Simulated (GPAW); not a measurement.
## Fe2 Mo2 Fe2 110: which magnetic order is lowest

Wanted: the moments of Fe2 Mo2 Fe2 110 and the energy of each order that was tried.

Program: GPAW 26.7.0. Level of theory: PBE; plane waves with GPAW's PAW setups, scalar-relativistic. Results are calculated unless marked as measured.

### Step 1. The starting structure

The cell holds 6 atoms: 4 Fe and 2 Mo. Its edges and angles: a = 2.725 Å, b = 2.725 Å, c = 21.505 Å, α = 90.0°, β = 90.0°, γ = 109.5°. ideal sites on the substrate's mesh, layer spacings from atomic volumes, unrelaxed, 12 A of vacuum. Vacuum lies along c.

### Step 2. Run 1 (ferro ++++)

Parallel moments need no larger cell; this start tests for a ferromagnetic state only.

order1.py

```python
import json
import numpy as np
from ase import Atoms
from ase.parallel import paropen, parprint
from gpaw import GPAW

atoms = Atoms(['Fe', 'Fe', 'Mo', 'Mo', 'Fe', 'Fe'],
    cell=[[1.5735, -2.225265, 0.0],
         [1.5735, 2.225265, 0.0],
         [0.0, 0.0, 21.504621]],
    scaled_positions=[[0.0, 0.0, 0.27901],
         [0.5, 0.5, 0.357366],
         [0.0, 0.0, 0.448272],
         [0.5, 0.5, 0.551728],
         [0.0, 0.0, 0.642634],
         [0.5, 0.5, 0.72099]],
    pbc=True,
    magmoms=[2.6, 2.6, 0.0, 0.0, 2.6, 2.6])
atoms.calc = GPAW(mode={'name': 'pw', 'ecut': 450},
    xc='PBE',
    kpts={'size': (20, 20, 1), 'gamma': True},
    occupations={'name': 'fermi-dirac', 'width': 0.05},
    convergence={'density': 1e-05, 'energy': 1e-05},
    maxiter=200,
    mixer={'name': 'pulay', 'beta': 0.03, 'nmaxold': 8, 'weight': 100},
    symmetry={'tolerance': 1e-4},
    txt='order1.txt')
e = atoms.get_potential_energy(force_consistent=True)
res = {'free_energy': e, 'energy_sigma0': atoms.get_potential_energy(), 'fermi_energy': atoms.calc.get_fermi_level()}
res['moments'] = atoms.get_magnetic_moments().tolist()
res['total'] = atoms.get_magnetic_moment()
parprint('site moments (muB):', np.round(res['moments'], 3))
parprint(f"total moment: {res['total']:.3f} muB")
parprint(f'free energy: {e:.6f} eV')
atoms.calc.write('order1.gpw')
with paropen('results.json', 'w') as f:
    json.dump(res, f)
```

The run is started by

```console
> OMP_NUM_THREADS=1 mpirun -n 4 gpaw python order1.py > order1.log
```

Numbers of over 12 decimals in the logs are rounded to 6 here.

Log:

```text
site moments (muB): [ 2.8    2.159 -0.103 -0.103  2.159  2.8  ]
total moment: 9.876 muB
free energy: -55.804399 eV

--- order1.txt ---
Input parameters:
  mode=PW(ecut=450),
  convergence={'density': 1e-05, 'energy': 1e-05},
  kpts=MonkhorstPack(size=(20, 20, 1), gamma=True),
  maxiter=200,
  mixer=Pulay(name='pulay', nmaxold=8, beta=0.03, weight=100, sigma=0.015, g_ss=None),
  occupations=Occupations(name='fermi-dirac', width=0.05),
  symmetry=Symmetry(tolerance=0.0001),
  xc=XC(name='PBE')

Diagonalizing LCAO Hamiltonian
Converting LCAO to pw mode

           Fe

       Fe

           Mo

       Mo

           Fe

       Fe

Atoms  # Å, Bohr magnetons
|   | symbol |        x |        y |         z |    initial magnetic moments |
|---|--------|----------|----------|-----------|-----------------------------|
| 0 |     Fe | 0.000000 | 0.000000 |  6.000004 | ( 0.0000,  0.0000,  2.6000) |
| 1 |     Fe | 1.573500 | 0.000000 |  7.685020 | ( 0.0000,  0.0000,  2.6000) |
| 2 |     Mo | 0.000000 | 0.000000 |  9.639919 | ( 0.0000,  0.0000,  0.0000) |
| 3 |     Mo | 1.573500 | 0.000000 | 11.864702 | ( 0.0000,  0.0000,  0.0000) |
| 4 |     Fe | 0.000000 | 0.000000 | 13.819601 | ( 0.0000,  0.0000,  2.6000) |
| 5 |     Fe | 1.573500 | 0.000000 | 15.504617 | ( 0.0000,  0.0000,  2.6000) |

Unit cell  # Å
| periodic |        x |         y |         z |   lengths |     angles |
|----------|----------|-----------|-----------|-----------|------------|
|      yes | 1.573500 | -2.225265 |  0.000000 |  2.725382 |  90.000000 |
|      yes | 1.573500 |  2.225265 |  0.000000 |  2.725382 |  90.000000 |
|      yes | 0.000000 |  0.000000 | 21.504621 | 21.504621 | 109.471220 |

Number of symmetries: 4

BZ-sampling:
  Number of BZ points: 400
  Number of IBZ points: 111

  Monkhorst-Pack size: [20, 20, 1]
  Monkhorst-Pack shift: [0.025, 0.025, 0.0]

K-points  # in reciprocal-cell coordinates
|     |                                coordinates |     weight |
|-----|--------------------------------------------|------------|
|   0 | ( -0.00000000,  -0.00000000,   0.00000000) | 0.00250000 |
|   1 | (  0.05000000,  -0.05000000,   0.00000000) | 0.00500000 |
|   2 | (  0.05000000,  -0.00000000,   0.00000000) | 0.01000000 |
|   3 | (  0.05000000,   0.05000000,   0.00000000) | 0.00500000 |
|   4 | (  0.10000000,  -0.10000000,   0.00000000) | 0.00500000 |
|   5 | (  0.10000000,  -0.05000000,   0.00000000) | 0.01000000 |
|   6 | (  0.10000000,  -0.00000000,   0.00000000) | 0.01000000 |
|   7 | (  0.10000000,   0.05000000,   0.00000000) | 0.01000000 |
|   8 | (  0.10000000,   0.10000000,   0.00000000) | 0.00500000 |
|   9 | (  0.15000000,  -0.15000000,   0.00000000) | 0.00500000 |
| ... |                                            |            |
| 110 | (  0.50000000,   0.50000000,   0.00000000) | 0.00250000 |

Plane wave coefficients: 3326
Cutoff: 450.000000 eV

Spin-components: 2 (collinear spins)
Bands:           47
Projectors:      36
Spin-degeneracy: 1
Datatype:        complex128

Parallelization:
  kpt:    4
  domain: 1
  band:   1

Density:
  Valence electrons: 60.0
  Components: 2
  Grid points: [ 14  14 108]
  Charge: 0.0  # |e|

Potential:
  Grid points: [ 14  14 108]

species:
  Fe:
    name:    Iron
    Z:       26.0
    valence: 8
    core:    18
    charge:  0.0  # [|e|]
    compensation charges:
      type: gauss
      rc: 0.33  # [Å]
      lmax: 2
    cutoffs:
      filter: 2.06  # [Å]
      core: 2.67  # [Å]
    projectors
    | kind |    occ | energy [eV] | rcut [Å] |
    |------|--------|-------------|----------|
    |   4s |  2.000 |      -5.291 |    1.164 |
    |   4p |  0.000 |      -1.326 |    1.058 |
    |   3d |  6.000 |      -7.505 |    1.058 |
    |    s |        |      21.920 |    1.164 |
    |    p |        |      25.885 |    1.058 |
    |    d |        |      19.706 |    1.058 |

    Using partial waves for Fe as LCAO basis

  Mo:
    name:    Molybdenum
    Z:       42.0
    valence: 14
    core:    28
    charge:  0.0  # [|e|]
    compensation charges:
      type: gauss
      rc: 0.38  # [Å]
      lmax: 2
    cutoffs:
      filter: 2.16  # [Å]
      core: 1.42  # [Å]
    projectors
    | kind |    occ | energy [eV] | rcut [Å] |
    |------|--------|-------------|----------|
    |   4s |  2.000 |     -64.307 |    1.238 |
    |   5s |  1.000 |      -4.084 |    1.238 |
    |   4p |  6.000 |     -38.491 |    1.296 |
    |   5p |  0.000 |      -1.044 |    1.296 |
    |   4d |  5.000 |      -3.754 |    1.296 |
    |    d |        |      23.458 |    1.296 |

    Using partial waves for Mo as LCAO basis

Reference energy: -358745.963663  # eV

eigensolver:
  PPCG
  Converge bands: occupied
  niter=2

density mixing:
  Pulay-Mixer
  Linear mixing parameters: 0.03
  Old densities: 8
  Fourier metric: weight=100, sigma=0.015

occupation numbers:
  Fermi-Dirac:
    width: 0.0500  # eV

poisson solver:
  ecut: 3600.000000  # eV

xc functional:
  name: PBE with 2 nearest neighbor stencil

convergence criteria:
- Maximum integral of absolute [dens]ity change: 1e-05 electrons / valence electron
- Maximum [total energy] change in last 3 cyles: 1e-05 eV / valence electron
- Maximum integral of absolute [eigenst]ate change: 4e-08 eV^2 / valence electron
maximum number of iterations: 200

SCF iterations
|iter     |      energy | eigst |  dens |  magmom |
|---------|-------------|-------|-------|---------|
|iter:   1|       0s |  -61.023723 | +0.42 |       | +10.4200|
|iter:   2|       8s |  -58.505322 | -1.01 | -0.74 | +10.3686|
|iter:   3|      16s |  -57.675136 | -1.79 | -0.83 | +10.3558|
|iter:   4|      24s |  -57.137314 | -2.23 | -0.95 | +10.3287|
|iter:   5|      32s |  -55.859799 | -0.77 | -0.99 | +10.1472|
|iter:   6|      40s |  -55.919608 | -2.05 | -1.22 | +10.1479|
|iter:   7|      48s |  -55.962913 | -2.57 | -1.21 | +10.1253|
|iter:   8|      56s |  -55.682902 | -1.85 | -1.22 | +10.0735|
|iter:   9|      64s |  -55.797948 | -1.83 | -1.39 | +10.0053|
|iter:  10|      71s |  -55.664411 | -2.26 | -1.41 | +10.0193|
[... 35 iterations left out ...]
|iter:  46|     335s |  -55.784300c| -7.55c| -4.34 |  +9.8757|
|iter:  47|     339s |  -55.784302c| -7.70c| -4.48 |  +9.8760|
|iter:  48|     343s |  -55.784303c| -8.08c| -4.60 |  +9.8761|
|iter:  49|     347s |  -55.784303c| -8.74c| -4.63 |  +9.8761|
|iter:  50|     351s |  -55.784303c| -9.04c| -4.64 |  +9.8761|
|iter:  51|     355s |  -55.784303c| -8.43c| -4.67 |  +9.8763|
|iter:  52|     359s |  -55.784303c| -8.71c| -4.84 |  +9.8764|
|iter:  53|     362s |  -55.784303c| -8.96c| -4.90 |  +9.8764|
|iter:  54|     366s |  -55.784304c| -9.08c| -4.99 |  +9.8765|
|iter:  55|     370s |  -55.784304c| -9.32c| -5.08c|  +9.8765|

Converged in 55 steps
Energy contributions relative to reference atoms: (reference = -358745.963663)

Energy contributions:
  Kinetic:          10.102705
  Coulomb:         -15.215601
  Zero:              0.008702
  External:          0.000000
  Xc:              -50.660015
  Entropy:          -0.040190
  Spinorbit:         0.000000
  ----------------------------
  Free energy:     -55.804399
  Extrapolated:    -55.784304

dipole moment: (-27.121339, -0.000000, -0.000420)  # |e|*Ang

Total magnetic moment: (0.000000, 0.000000, 9.876500)

Local magnetic moments
|        x |        y |         z |
|----------|----------|-----------|
| 0.000000 | 0.000000 |  2.800493 |  # Fe   0
| 0.000000 | 0.000000 |  2.159271 |  # Fe   1
| 0.000000 | 0.000000 | -0.103392 |  # Mo   2
| 0.000000 | 0.000000 | -0.103391 |  # Mo   3
| 0.000000 | 0.000000 |  2.159266 |  # Fe   4
| 0.000000 | 0.000000 |  2.800495 |  # Fe   5

Fermi level: 3.999
Eigenvalues  # (at kpt = [-0.000, -0.000, 0.000])
| band index |      eig [eV] | occ [0-1] |      eig [eV] | occ [0-1] |
|------------|---------------|-----------|---------------|-----------|
|          0 |       -57.113 |     1.000 |       -57.177 |     1.000 |
|        ... |               |           |               |           |
|         23 |         1.996 |     1.000 |         3.811 |     0.977 |
|         24 |         2.063 |     1.000 |         3.882 |     0.912 |
|         25 |         2.155 |     1.000 |         4.177 |     0.028 |
|         26 |         2.155 |     1.000 |         4.181 |     0.026 |
|         27 |         2.437 |     1.000 |         4.224 |     0.011 |
|         28 |         2.469 |     1.000 |         4.869 |     0.000 |
|         29 |         2.469 |     1.000 |         4.874 |     0.000 |
|         30 |         2.520 |     1.000 |         4.973 |     0.000 |
|         31 |         2.680 |     1.000 |         5.015 |     0.000 |
|         32 |         2.875 |     1.000 |         5.171 |     0.000 |
|         33 |         2.910 |     1.000 |         5.230 |     0.000 |
|         34 |         3.057 |     1.000 |         5.253 |     0.000 |
|         35 |         3.264 |     1.000 |         5.338 |     0.000 |
|         36 |         3.489 |     1.000 |         5.341 |     0.000 |
|         37 |         4.864 |     0.000 |         5.493 |     0.000 |
|         38 |         5.130 |     0.000 |         5.785 |     0.000 |
|        ... |               |           |               |           |
|         46 |         8.755 |     0.000 |         8.938 |     0.000 |

No gap
No difference between direct/indirect transitions
```

The job ended after 6.4 min (4 MPI ranks of INTEL XEON PLATINUM 8581C at 2.10GHz (Emerald Rapids), shared host; peak memory 1.5 GiB).

Spin moment in the augmentation sphere by atom:

| atom | spin moment in the augmentation sphere (μB) |
| --- | --- |
| Fe1 | 2.80 |
| Fe2 | 2.16 |
| Mo3 | -0.10 |
| Mo4 | -0.10 |
| Fe5 | 2.16 |
| Fe6 | 2.80 |

Read from the output:

| Item | Value |
| --- | --- |
| magnetization | 9.877 μB |
| final state | ferromagnetic |

After 55 cycles the largest moment stands at 2.80 μB.

### Step 3. Run 2 (antiferro ++--)

Reversing part of the moments tests the sign of the couplings between them.

order2.py is the script of step 2 with these lines changed:

```diff
@@ -17,3 +17,3 @@
     pbc=True,
-    magmoms=[2.6, 2.6, 0.0, 0.0, 2.6, 2.6])
+    magmoms=[2.6, 2.6, 0.0, 0.0, -2.6, -2.6])
 atoms.calc = GPAW(mode={'name': 'pw', 'ecut': 450},
@@ -26,3 +26,3 @@
     symmetry={'tolerance': 1e-4},
-    txt='order1.txt')
+    txt='order2.txt')
 e = atoms.get_potential_energy(force_consistent=True)
@@ -34,3 +34,3 @@
 parprint(f'free energy: {e:.6f} eV')
-atoms.calc.write('order1.gpw')
+atoms.calc.write('order2.gpw')
 with paropen('results.json', 'w') as f:
```

The run is started by

```console
> OMP_NUM_THREADS=1 mpirun -n 4 gpaw python order2.py > order2.log
```

Log:

```text
site moments (muB): [ 2.787  2.137 -0.122  0.122 -2.137 -2.787]
total moment: -0.000 muB
free energy: -55.815635 eV

--- order2.txt ---
Input parameters:
  mode=PW(ecut=450),
  convergence={'density': 1e-05, 'energy': 1e-05},
  kpts=MonkhorstPack(size=(20, 20, 1), gamma=True),
  maxiter=200,
  mixer=Pulay(name='pulay', nmaxold=8, beta=0.03, weight=100, sigma=0.015, g_ss=None),
  occupations=Occupations(name='fermi-dirac', width=0.05),
  symmetry=Symmetry(tolerance=0.0001),
  xc=XC(name='PBE')

Diagonalizing LCAO Hamiltonian
Converting LCAO to pw mode

           Fe

       Fe

           Mo

       Mo

           Fe

       Fe

Atoms  # Å, Bohr magnetons
|   | symbol |        x |        y |         z |    initial magnetic moments |
|---|--------|----------|----------|-----------|-----------------------------|
| 0 |     Fe | 0.000000 | 0.000000 |  6.000004 | ( 0.0000,  0.0000,  2.6000) |
| 1 |     Fe | 1.573500 | 0.000000 |  7.685020 | ( 0.0000,  0.0000,  2.6000) |
| 2 |     Mo | 0.000000 | 0.000000 |  9.639919 | ( 0.0000,  0.0000,  0.0000) |
| 3 |     Mo | 1.573500 | 0.000000 | 11.864702 | ( 0.0000,  0.0000,  0.0000) |
| 4 |     Fe | 0.000000 | 0.000000 | 13.819601 | ( 0.0000,  0.0000, -2.6000) |
| 5 |     Fe | 1.573500 | 0.000000 | 15.504617 | ( 0.0000,  0.0000, -2.6000) |

Unit cell  # Å
| periodic |        x |         y |         z |   lengths |     angles |
|----------|----------|-----------|-----------|-----------|------------|
|      yes | 1.573500 | -2.225265 |  0.000000 |  2.725382 |  90.000000 |
|      yes | 1.573500 |  2.225265 |  0.000000 |  2.725382 |  90.000000 |
|      yes | 0.000000 |  0.000000 | 21.504621 | 21.504621 | 109.471220 |

Number of symmetries: 4

BZ-sampling:
  Number of BZ points: 400
  Number of IBZ points: 111

  Monkhorst-Pack size: [20, 20, 1]
  Monkhorst-Pack shift: [0.025, 0.025, 0.0]

Plane wave coefficients: 3326
Cutoff: 450.000000 eV

Spin-components: 2 (collinear spins)
Bands:           40
Projectors:      36
Spin-degeneracy: 1
Datatype:        complex128

Parallelization:
  kpt:    4
  domain: 1
  band:   1

Density:
  Valence electrons: 60.0
  Components: 2
  Grid points: [ 14  14 108]
  Charge: 0.0  # |e|

Potential:
  Grid points: [ 14  14 108]

[... setups left out ...]
Reference energy: -358745.963663  # eV

eigensolver:
  PPCG
  Converge bands: occupied
  niter=2

density mixing:
  Pulay-Mixer
  Linear mixing parameters: 0.03
  Old densities: 8
  Fourier metric: weight=100, sigma=0.015

occupation numbers:
  Fermi-Dirac:
    width: 0.0500  # eV

poisson solver:
  ecut: 3600.000000  # eV

xc functional:
  name: PBE with 2 nearest neighbor stencil

convergence criteria:
- Maximum integral of absolute [dens]ity change: 1e-05 electrons / valence electron
- Maximum [total energy] change in last 3 cyles: 1e-05 eV / valence electron
- Maximum integral of absolute [eigenst]ate change: 4e-08 eV^2 / valence electron
maximum number of iterations: 200

SCF iterations
|iter     |      energy | eigst |  dens |  magmom |
|---------|-------------|-------|-------|---------|
|iter:   1|       0s |  -61.052705 | +0.42 |       |  +0.0000|
|iter:   2|       8s |  -58.512952 | -0.71 | -0.74 |  -0.0000|
|iter:   3|      15s |  -57.677160 | -1.40 | -0.83 |  +0.0000|
|iter:   4|      21s |  -57.133655 | -1.80 | -0.95 |  +0.0000|
|iter:   5|      28s |  -55.802979 | -0.46 | -0.98 |  -0.0000|
|iter:   6|      35s |  -55.864870 | -1.95 | -1.24 |  -0.0000|
|iter:   7|      42s |  -55.869562 | -1.90 | -1.23 |  -0.0000|
|iter:   8|      48s |  -55.707265 | -1.37 | -1.26 |  -0.0000|
|iter:   9|      55s |  -55.717942 | -1.88 | -1.45 |  -0.0000|
|iter:  10|      62s |  -55.668525 | -2.20 | -1.53 |  -0.0000|
[... 33 iterations left out ...]
|iter:  44|     277s |  -55.795188c| -8.34c| -4.38 |  -0.0000|
|iter:  45|     280s |  -55.795189c| -7.75c| -4.41 |  +0.0000|
|iter:  46|     283s |  -55.795190c| -7.96c| -4.45 |  -0.0000|
|iter:  47|     286s |  -55.795190c| -7.80c| -4.47 |  -0.0000|
|iter:  48|     289s |  -55.795190c| -7.97c| -4.62 |  -0.0000|
|iter:  49|     293s |  -55.795190c| -8.29c| -4.82 |  -0.0000|
|iter:  50|     296s |  -55.795190c| -8.69c| -4.87 |  -0.0000|
|iter:  51|     299s |  -55.795191c| -8.53c| -4.89 |  -0.0000|
|iter:  52|     302s |  -55.795191c| -8.60c| -4.99 |  -0.0000|
|iter:  53|     305s |  -55.795191c| -8.57c| -5.08c|  -0.0000|

Converged in 53 steps
Energy contributions relative to reference atoms: (reference = -358745.963663)

Energy contributions:
  Kinetic:           9.181384
  Coulomb:         -14.447295
  Zero:              0.010469
  External:          0.000000
  Xc:              -50.519306
  Entropy:          -0.040888
  Spinorbit:         0.000000
  ----------------------------
  Free energy:     -55.815635
  Extrapolated:    -55.795191

dipole moment: (-27.122416, 0.000000, -0.000419)  # |e|*Ang

Total magnetic moment: (0.000000, 0.000000, -0.000000)

Local magnetic moments
|        x |        y |         z |
|----------|----------|-----------|
| 0.000000 | 0.000000 |  2.786754 |  # Fe   0
| 0.000000 | 0.000000 |  2.136885 |  # Fe   1
| 0.000000 | 0.000000 | -0.121816 |  # Mo   2
| 0.000000 | 0.000000 |  0.121816 |  # Mo   3
| 0.000000 | 0.000000 | -2.136885 |  # Fe   4
| 0.000000 | 0.000000 | -2.786754 |  # Fe   5

Fermi level: 4.007
Eigenvalues  # (at kpt = [-0.000, -0.000, 0.000])
| band index |      eig [eV] | occ [0-1] |      eig [eV] | occ [0-1] |
|------------|---------------|-----------|---------------|-----------|
|          0 |       -57.174 |     1.000 |       -57.174 |     1.000 |
|        ... |               |           |               |           |
|         23 |         2.505 |     1.000 |         2.505 |     1.000 |
|         24 |         2.609 |     1.000 |         2.609 |     1.000 |
|         25 |         2.856 |     1.000 |         2.856 |     1.000 |
|         26 |         2.938 |     1.000 |         2.938 |     1.000 |
|         27 |         3.137 |     1.000 |         3.137 |     1.000 |
|         28 |         3.181 |     1.000 |         3.181 |     1.000 |
|         29 |         3.762 |     0.993 |         3.762 |     0.993 |
|         30 |         3.779 |     0.990 |         3.779 |     0.990 |
|         31 |         4.179 |     0.031 |         4.179 |     0.031 |
|         32 |         4.401 |     0.000 |         4.401 |     0.000 |
|         33 |         4.846 |     0.000 |         4.846 |     0.000 |
|         34 |         4.996 |     0.000 |         4.996 |     0.000 |
|         35 |         5.143 |     0.000 |         5.143 |     0.000 |
|         36 |         5.250 |     0.000 |         5.250 |     0.000 |
|         37 |         5.332 |     0.000 |         5.332 |     0.000 |
|         38 |         5.620 |     0.000 |         5.620 |     0.000 |
|         39 |         5.792 |     0.000 |         5.792 |     0.000 |

No gap
No difference between direct/indirect transitions
```

Run time: 5.3 min. Hardware: 4 MPI ranks; peak memory 1.4 GiB; 21 min of CPU time.

Spin moment in the augmentation sphere by atom:

| atom | spin moment in the augmentation sphere (μB) |
| --- | --- |
| Fe1 | 2.79 |
| Fe2 | 2.14 |
| Mo3 | -0.12 |
| Mo4 | 0.12 |
| Fe5 | -2.14 |
| Fe6 | -2.79 |

Read from the output:

```yaml
magnetization: 0 μB
final_state: antiferromagnetic
```

It lies 2.81 meV a seeded atom under the first start, and its largest moment is 2.79 μB against 2.80 μB.

### Step 4. Ranking

These are free energies at a smearing of 0.05 eV, so its entropy term is in the differences. They are divided by the number of seeded atoms, so that cells of unlike size compare.

Orders:

| start | final state | typed order kept | energy over the lowest (meV a seeded atom) | largest site moment (μB) | net moment (μB a primitive cell) | mesh matched | CPU time (s) |
| --- | --- | --- | --- | --- | --- | --- | --- |
| ferro ++++ | ferromagnetic | yes | 2.809 | 2.8 | 9.877 | yes | 1539 |
| antiferro ++-- | antiferromagnetic | yes | 0 | 2.787 | 0 | yes | 1280 |

### Step 5. Summary of results

```json
{"lowest state found": "antiferromagnetic (typed antiferro ++--)", "largest site moment": "2.79 μB", "next state": "ferromagnetic, 2.81 meV a seeded atom higher"}
```

In words: The lowest state found is antiferromagnetic, reached from the start antiferro ++--, with moments up to 2.79 μB. The two lowest states lie so close that the mesh, the functional or spin–orbit coupling could swap them. This is the lowest of 2 finished starts, no proof of the ground state.

[Logs and program files are shortened in this print: banners, set-up blocks, solver, clock and traceback lines can be left out without a mark of their own.]

[Logs are printed without paths, hosts, clocks, repeated set-up lines and the standing remarks that a program may print on its own settings, such as how far it seeks lower states.]

[Hosts, paths, dates, database ids (printed as entryN), source tags and the programs' standing remarks are cut or masked in the printed files.]

[Where a cell is said to come from a database of computed structures, the database is the Materials Project.]
